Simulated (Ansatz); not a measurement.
# Nb: a surface, (100), 6 layers, part 2 of 3

What do the surfaces of Nb (100), 6 layers cost, and how tightly do they hold an electron? Methods of the runs shown: PAW. Its runs: bulk cell relaxed (PAW); bulk in the slab's orientation (PAW); the reference run (PAW); atoms relaxed (PAW); field of 0.2 V/Å along the normal (PAW); core holes in 3d of Nb (PAW).

Ansatz 0.2.0; DFT PBE; a cell built from a prototype (bcc type), not taken from measurement. Earlier steps stand in the parts before.

## 5. Slab as cut, PAW

Input file input.yaml:

```yaml
crystal:
  lattice:
    - [3.3112325465, 0.0, 0.0]
    - [0.0, 3.3112325465, 0.0]
    - [0.0, 0.0, 24.2781]
  atoms:
    - { symbol: Nb, position: [0.25, 0.25, 0.3295154611] }
    - { symbol: Nb, position: [0.75, 0.75, 0.3977092767] }
    - { symbol: Nb, position: [0.25, 0.25, 0.4659030922] }
    - { symbol: Nb, position: [0.75, 0.75, 0.5340969078] }
    - { symbol: Nb, position: [0.25, 0.25, 0.6022907233] }
    - { symbol: Nb, position: [0.75, 0.75, 0.6704845389] }
kpoints:
  mp_grid: { grid: [10, 10, 1] }
scf:
  occupations: { method: fermi_dirac, width: 0.05 }
hamiltonian:
  xc: pbe
  pseudopotentials: { kind: paw }
output:
  forces: true
  stress: true
  eigenvalues: true
  populations: true
efield:
  axis: 3
  amplitude: 0
  dipole_correction: true
```

On the command line:

```bash
$ ansatz run input.yaml --threads 2 --pin off --max-ram 5120MiB --backend cpu --events-out ev --progress --plain --runs-dir out
```

Standard output:

```text
Engine: ansatz 0.2.0
Pseudopotentials: kind: paw
Pseudopotential: Nb, paw, valence charge 13, recommended cutoff 420 eV (normal)
Functional definition: PBE
  parameter kappa = 0.804
  parameter beta = 0.06672455060314922
  exchange = pbe_x(kappa = kappa, mu = beta*pi^2/3)
  correlation = pbe_c(beta = beta)
Crystal: 6 atoms, lattice volume = 266.191 Å³
Basis set: ecut = 420 eV, 5265 PW (Γ), exchange–correlation on 48×48×360 points (8 copies of the dense FFT grid, shifted against one another)
Bands: 47, of which v1, the nominal top of the filled ones, is band 39 counted from 1 (38 counted from 0)
Symmetry: 8 space group operations
k-points: 21 of 100
Non-local potential: Nb, projectors of the file, l = 0: 3, l = 1: 2, l = 2: 2, l = 3: 1
PAW form: soft (Blöchl's): semilocal exchange-correlation on the pseudo side does not see the compensation charge
PAW one-centre angular grid: Nb, 590 points (default); XC on 64 Gauss nodes
Initial density: superposition of atomic densities (neutral atoms: chi_scale 0, normalization atom), corrected by the library's trained network
Initial wavefunctions: pseudopotential atomic-orbital guess
Functional: x = pbe(κ = 0.804, μ = 0.2195149727645171), c = pbe(β = 0.06672455060314922)
SCF iter   1: F=—  HF=-27310.498171 eV  |F-HF|=—  |Δ(HF+E_count)|=         —  Δρ=1.31e-2  dr2=8.53e0  ethr=1.77e-3  p=0.000 e·Å  D=1.00e-13 V/Å  ΔV_dip=-0.00 eV  dr2_dipole=7.67e-7  V_vac-E_F(+/−)=4.02/4.02 eV  ⟨swp⟩=9.0  Hψ=4567  notcnv=0
efield: sawtooth ramp at fractional position 0.9500 (placed from the atoms, in the widest stretch of the axis that holds none; the zero of the levels goes with the place), width 0.1000; the density the first Hamiltonian is built on has a dipole p = 0.000 e·Å; the dipole correction subtracts the counter field D = 1.00e-13 V/Å, which shifts the + side's vacuum level by -0.00 eV against the − side's; the planar-averaged density in the ramp window peaks in size at 5.8e-5 e/Å³
preconditioner: auto → LDOS  [metal: Δε(μ)=0.019 eV  Ē_g=3.027 eV  σ=0.050 eV  W_gap=0.10  n_scr=52 (ndim 8)  ℏωp=12.5 eV  f_vac=0.506  D(μ)=4.01/eV (n_scr^D=12)  β→1.0]
SCF iter   2: F=—  HF=-27310.684800 eV  |F-HF|=—  |Δ(HF+E_count)|=   1.87e-1  Δρ=2.06e-2  dr2=1.93e1  ethr=1.77e-3  p=-0.000 e·Å  D=-1.76e-4 V/Å  ΔV_dip=0.00 eV  dr2_dipole=5.28e-5  V_vac-E_F(+/−)=3.21/3.21 eV  ⟨swp⟩=3.2  Hψ=1689  notcnv=0  defer=6  recentre
SCF iter   3: F=—  HF=-27310.301763 eV  |F-HF|=—  |Δ(HF+E_count)|=   3.83e-1  Δρ=4.87e-3  dr2=1.08e0  ethr=1.77e-3  p=-0.000 e·Å  D=-7.42e-6 V/Å  ΔV_dip=0.00 eV  dr2_dipole=6.36e-8  V_vac-E_F(+/−)=3.77/3.77 eV  ⟨swp⟩=3.1  Hψ=1644  notcnv=0  defer=6
SCF iter   4: F=—  HF=-27310.278562 eV  |F-HF|=—  |Δ(HF+E_count)|=   2.32e-2  Δρ=7.75e-4  dr2=1.38e-2  ethr=1.38e-3  p=-0.000 e·Å  D=-9.15e-6 V/Å  ΔV_dip=0.00 eV  dr2_dipole=1.18e-6  V_vac-E_F(+/−)=3.66/3.66 eV  ⟨swp⟩=1.0  Hψ=1124  notcnv=0  defer=5
SCF iter   5: F=—  HF=-27310.278363 eV  |F-HF|=—  |Δ(HF+E_count)|=   1.99e-4  Δρ=3.59e-4  dr2=5.67e-3  ethr=1.77e-5  p=-0.000 e·Å  D=-9.58e-7 V/Å  ΔV_dip=0.00 eV  dr2_dipole=1.23e-8  V_vac-E_F(+/−)=3.69/3.69 eV  ⟨swp⟩=2.1  Hψ=1150  notcnv=0  defer=6
SCF iter   6: F=—  HF=-27310.278285 eV  |F-HF|=—  |Δ(HF+E_count)|=   7.88e-5  Δρ=8.21e-5  dr2=3.82e-5  ethr=7.27e-6  p=0.000 e·Å  D=2.93e-6 V/Å  ΔV_dip=-0.00 eV  dr2_dipole=5.54e-9  V_vac-E_F(+/−)=3.72/3.72 eV  ⟨swp⟩=1.4  Hψ=989  notcnv=0  defer=6
SCF iter   7: F=—  HF=-27310.278600 eV  |F-HF|=—  |Δ(HF+E_count)|=   3.15e-4  Δρ=3.84e-5  dr2=4.24e-5  ethr=4.90e-8  p=-0.000 e·Å  D=-1.49e-7 V/Å  ΔV_dip=0.00 eV  dr2_dipole=6.64e-10  V_vac-E_F(+/−)=3.72/3.72 eV  ⟨swp⟩=3.3  Hψ=1907  notcnv=0  defer=6
SCF iter   8: F=—  HF=-27310.278600 eV  |F-HF|=—  |Δ(HF+E_count)|=   4.49e-7  Δρ=1.28e-5  dr2=3.28e-6  ethr=4.90e-8  p=0.000 e·Å  D=7.51e-7 V/Å  ΔV_dip=-0.00 eV  dr2_dipole=2.27e-10  V_vac-E_F(+/−)=3.73/3.73 eV  ⟨swp⟩=1.0  Hψ=982  notcnv=0  defer=6
SCF iter   9: F=-27310.278600 eV  HF=-27310.278600 eV  |F-HF|=2.59e-8  |Δ(HF+E_count)|=   1.41e-8  Δρ=3.75e-6  dr2=6.66e-8  ethr=1.28e-10  p=-0.000 e·Å  D=-5.96e-8 V/Å  ΔV_dip=0.00 eV  dr2_dipole=1.18e-10  V_vac-E_F(+/−)=3.73/3.73 eV  ⟨swp⟩=9.5  Hψ=4765  notcnv=0
SCF 1 converged in 9 iterations: F = -27310.278600 eV  dr2 = 6.66e-8
SCF converged after 9 iterations
Free energy (F): -27310.278600 eV
Harris-Foulkes:  -27310.278600 eV  (|F-HF|=2.59e-8)
Internal energy: -27310.227619 eV  (E = F + TS)
E sigma→0 (E₀):  -27310.253109 eV
Entropy (-TS):   -0.050981 eV (-8.497 meV/atom)
Fermi energy:    5.253348 eV
Dipole field:    D = -0.000013 V/Å  (p = -0.000019 e·Å, saw-weighted, corrected)
Work function:   Φ+ = 3.7278 eV   Φ− = 3.7275 eV
Levels:          The Fermi level and band energies are counted from a zero that moves with the ramp; work functions are not
--- Per-component energies (eV) ---
  E_band       = -1403.122743
  E_kinetic    = 2355.859423
  E_local      = -75648.776566  (includes V_loc(G=0)·N_el)
  E_nonlocal   = 721.082496
  E_hartree    = 36541.616665
  E_xc         = -1046.743788
  E_vxc        = -1268.866662  (∫ρ·V_xc dr)
  E_paw        = -18440.382139  (= ΣΔE_a)
  E_vpaw       = -645.682259  (= ΣTr[D̂ρ^β])
  E_aug_tail   = 0.000039  (compensation charges beyond the density's cutoff)
  E_efield     = 0.000000  (sawtooth field / dipole correction)
  E_vefield    = 0.000000  (∫n·V_field dr)
  E_ewald      = 28207.116251
  E_smearing   = -0.050981  (= −TS)
  E_closure    = -0.000000  (closes the sum)
  Σ components = -27310.278600   (vs F -27310.278600, Δ=0.00e0)
--- Forces (eV/Å), atoms counted from 1 ---
  atom   1  Nb     0.00000000     0.00000000     1.21665751
  atom   2  Nb     0.00000000     0.00000000    -0.89009795
  atom   3  Nb    -0.00000000     0.00000000    -0.74889100
  atom   4  Nb    -0.00000000     0.00000000     0.74888422
  atom   5  Nb     0.00000000     0.00000000     0.89012568
  atom   6  Nb     0.00000000     0.00000000    -1.21666726
  max |Σ_I F_I| component: 1.12e-5 eV/Å
--- Stress (GPa, compression-positive) ---
       -3.294996       0.000000      -0.000000
        0.000000      -3.294996       0.000000
       -0.000000       0.000000      -2.654372
  P = ⅓ Tr σ = -3.0815 GPa (-30.815 kbar)
--- Band table (eV; the first three rows and the last of 21) ---
  k-point 0: bands = ["-49.8604", "-49.8602", "-49.2062", "-49.1255", "-48.9945", "-48.8716", "-26.0000", "-25.9999", "-25.8429", "-25.8429", "-25.8394", "-25.8394", "-25.4681", "-25.3545", "-25.3545", "-25.3545", "-25.1321", "-25.1321", "-25.0611", "-24.8696", "-24.8696", "-24.7223", "-24.6409", "-24.6409", "-0.4029", "0.5432", "1.6487", "1.7402", "1.7617", "2.2414", "2.4615", "2.6441", "3.2659", "4.6750", "5.2829", "5.3333", "5.4259", "5.4259", "5.4330", "5.4330", "5.6370", "5.7671", "5.7671", "6.0989", "6.2856", "6.5984", "6.5984"]
  k-point 1: bands = ["-49.8575", "-49.8574", "-49.1975", "-49.1219", "-48.9961", "-48.8780", "-26.0059", "-26.0053", "-25.8733", "-25.8732", "-25.8344", "-25.8315", "-25.4645", "-25.4534", "-25.3389", "-25.2728", "-25.2048", "-25.1285", "-24.9972", "-24.9036", "-24.8776", "-24.6964", "-24.6584", "-24.6581", "-0.2090", "0.7010", "1.7808", "1.8299", "1.9024", "2.3220", "2.5988", "2.6548", "3.3576", "4.5409", "5.1022", "5.1300", "5.1919", "5.2056", "5.3631", "5.4841", "5.6414", "5.6527", "5.8472", "6.2072", "6.4039", "6.7177", "6.7944"]
  k-point 2: bands = ["-49.8499", "-49.8498", "-49.1727", "-49.1120", "-49.0009", "-48.8966", "-26.0280", "-26.0203", "-25.9519", "-25.9480", "-25.8121", "-25.8106", "-25.5419", "-25.4946", "-25.2928", "-25.2517", "-25.2500", "-25.1176", "-24.9613", "-24.9291", "-24.9006", "-24.7092", "-24.6828", "-24.6683", "0.3346", "1.1109", "1.9698", "2.0756", "2.3556", "2.3866", "2.4779", "3.1123", "3.8792", "4.5270", "4.6104", "4.6348", "4.8665", "5.0580", "5.1620", "5.2926", "5.3436", "6.0967", "6.1147", "6.2553", "6.3056", "7.0874", "7.1373"]
  k-point 20: bands = ["-49.8123", "-49.8123", "-49.0574", "-49.0574", "-48.9804", "-48.9804", "-26.1313", "-26.1313", "-26.1153", "-26.1153", "-25.9016", "-25.9016", "-25.6897", "-25.6897", "-25.3562", "-25.3562", "-25.2142", "-25.2142", "-25.0708", "-25.0708", "-24.9927", "-24.9927", "-24.6847", "-24.6847", "1.8121", "1.8121", "2.7238", "2.7238", "3.4437", "3.4437", "3.4607", "3.4607", "3.6570", "3.6570", "3.8138", "3.8138", "4.6183", "4.6183", "5.8501", "5.8501", "7.3838", "7.3838", "7.5488", "7.5488", "8.0422", "8.0422", "8.5102"]
--- Löwdin populations: 6 sites ---
  site symbol       q [e]
     0     Nb     12.9502
     1     Nb     12.9482
     2     Nb     12.9461
     3     Nb     12.9461
     4     Nb     12.9482
     5     Nb     12.9502
  spilling = 0.003989 (of n_electrons = 78.000000)
```

Wall time 16 s (2 threads of Arm Neoverse V1, shared host); peak memory 0.55 GiB.

In short: no gap; largest force 1.217 eV/Å; work function 3.73 eV.

## 6. Atoms relaxed, PAW

Edit input.yaml of step 5 so:

```diff
@@ -23,3 +23,5 @@
   eigenvalues: true
-  populations: true
+relax:
+  f_tol: 0.01
+  max_steps: 40
 efield:
```

On the command line:

```bash
$ ansatz run input.yaml --threads 2 --pin off --max-ram 5120MiB --backend cpu --events-out ev --progress --plain --runs-dir out
```

Standard output, shortened:

```text
Warning: output.stress: scf.convergence.dr2_threshold = 1e-7 eV (the SCF's general default) is looser than the 6e-10 eV advised for a printed stress (1e-10 eV for each atom of the cell: 6). What an SCF threshold leaves in a stress goes as its square root, and in the free energy as the [...]
[... 3 set-up lines as earlier in the session ...]
[...]
Crystal: 6 atoms, lattice volume = 266.191 Å³
[...]
relax step   2: F+E_penalty+E_count = -27310.39720162 eV  Δ(F+E_penalty+E_count) = -1.186e-1 eV  max|allowed force component| = 9.716e-1 eV/Å  Δτ_max = 0.1948 Å  (6 SCF iters, dr2 threshold 9.25e-5 eV, accepted)
[...]
relax step   3: F+E_penalty+E_count = -27310.54973253 eV  Δ(F+E_penalty+E_count) = -1.525e-1 eV  max|allowed force component| = 1.687e-1 eV/Å  Δτ_max = 0.1192 Å  (7 SCF iters, dr2 threshold 5.90e-5 eV, accepted)
[...]
SCF iter   2: F=—  HF=-27310.564297 eV  |F-HF|=—  |Δ(HF+E_count)|=   3.78e-2  Δρ=3.46e-3  dr2=3.04e-1  ethr=2.25e-3  p=0.000 e·Å  D=2.05e-6 V/Å  ΔV_dip=-0.00 eV  dr2_dipole=5.67e-9  V_vac-E_F(+/−)=3.64/3.64 eV  ⟨swp⟩=1.5  Hψ=1036  notcnv=0  defer=5
```

(Continued in part 3 of 3.)
